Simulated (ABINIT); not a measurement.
Crystal: Sc.

```
Sc
1.0
     0.00000    2.26000    2.26000
     2.26000    0.00000    2.26000
     2.26000    2.26000    0.00000
Sc
1
Direct
  0.00000 0.00000 0.00000
```

This isn't the form of Sc at room conditions, which is hcp.

Base run:

- Program: ABINIT 10.8.3 (patched build)
- Functional: LDA
- Potentials or basis: PseudoDojo NC SR LDA v0.4.1 standard
- Cutoff: 952 eV
- k mesh: 8 × 8 × 8
- Occupations: fermi-dirac, width 0.05 eV
- Spin: no spin polarisation

Its results: pressure -2.3 GPa.

Q: The run is repeated on the same cell with these changes: k mesh from 8 × 8 × 8 to 8 × 8 × 8, with 4 shifts; occupations from fermi-dirac, width 0.05 eV to fermi-dirac, width 0.2 eV. What comes out?

A: Pressure -1.2 GPa.

Not every run made on this cell is shown here.
